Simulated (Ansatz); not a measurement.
Runs of Ansatz 0.2.0 on MnS. The structure is cubic, space group Fm-3m (No. 225). The conventional cell has a = 5.209 Å, b = 5.209 Å, c = 5.209 Å, α = 90.00°, β = 90.00°, γ = 90.00°. Around Mn (site symmetry m-3m) lie 6 S at 2.60 Å. S (site symmetry m-3m) is surrounded by 6 Mn at 2.60 Å. 

```csv
task,level,cell,k mesh,cutoff (eV),smearing,gap on the mesh (eV),pressure (GPa),moment (μB)
single point,PBE,as given,9 × 9 × 9,217,gaussian 0.022 eV,none,-2.8,4.72
single point,PBE,as given,9 × 9 × 9,217,gaussian 0.016 eV,none,-2.8,4.72
relaxation of cell and atoms,PBE,relaxed,9 × 9 × 9,-,fermi-dirac 0.05 eV,-,0.0,4.57
single point,PBE,as given,9 × 9 × 9,217,gaussian 0.02 eV,none,-2.8,4.72
band structure,BLYP,as given,9 × 9 × 9,217,fermi-dirac 0.05 eV,-,1.4,(a)
phonons,PBEsol,as given,7 × 7 × 7,231,fermi-dirac 0.05 eV,none,-,4.67
```

Alike in all rows: potentials or basis all-electron LAPW, scalar-relativistic; spin collinear, ferromagnetic start; basis error allowed 0.001 eV/atom.

Problem. Fill in the values left out.

Solution. (a) 4.64.

Caveats: a cell with one magnetic atom can't hold antiferromagnetic order, which such compounds often take; semilocal functionals often make such compounds metallic where correlation or magnetic order opens a gap, which also shifts bond lengths (some runs); the k mesh is thin for a metal, which can move the energy by tens of meV per atom (some runs); a metal's response needs a denser mesh (some runs).

A gap of «none» marks a metal or a gap under the smearing width.
